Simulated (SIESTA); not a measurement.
# SiC (Moissanite) under changes of volume

One of the cells (10.341 Å³/atom); the others are scaled copies at fixed shape and fractional positions:

```
Si C
1.0
     3.07600    0.00000    0.00000
    -1.53800    2.66389    0.00000
     0.00000    0.00000    5.04800
Si C
2 2
Direct
  0.66667 0.33333 0.50000
  0.33333 0.66667 0.00000
  0.66667 0.33333 0.88500
  0.33333 0.66667 0.38500
```

```yaml
Program: SIESTA 5.4.2
Functional: PBE
Potentials_or_basis: PseudoDojo 0.4 standard (PBE files)
Basis: DZ (energy shift 0.01 Ry)
Grid_cutoff: 500 Ry
Energy_shift: 0.01 Ry
k_mesh: 10 × 10 × 5
Occupations: fermi-dirac, width 0.05 eV
Spin: no spin polarisation
```

```tsv
volume (Å³/atom)	energy over the lowest point (meV/atom)	pressure (GPa)	gap on the mesh (eV)	largest force (eV/Å)
9.721	174.91	41.4	3.03	1.066
9.927	?	?	?	?
10.134	86.15	27.8	3.04	0.991
10.341	54.13	21.9	3.01	0.953
10.548	29.48	16.4	2.96	0.921
10.755	11.64	11.4	2.92	0.890
10.961	0.00	6.8	2.88	0.861
```

Q: What does the run at 9.927 Å³/atom give?

A: Energy over the lowest point 126.10 meV/atom; pressure 34.3 GPa; gap on the mesh 3.03 eV; largest force 1.028 eV/Å.

Worked out: A Birch-Murnaghan fit of order 3 (a polynomial in V^(-2/3)) to the other rows has no minimum within the range. It gives 126.24 meV/atom at 9.927 Å³/atom, against the run's 126.10, and -dE/dV = 34.3 GPa, against 34.3. A parabola through the other rows of the gap, of slope -0.15 eV per unit of ln V there, gives 3.04 eV, against the run's 3.03.

Energies are extrapolated to zero smearing.

Caveats: the basis has no polarisation orbitals; an odd mesh through Γ misses points on the zone boundary, where band edges often lie; the basis of atomic orbitals isn't converged, which shifts pressures, moduli and gaps; forces of over 1 eV/Å show positions far from the minimum, so gaps and moduli don't describe the material at rest (some runs).
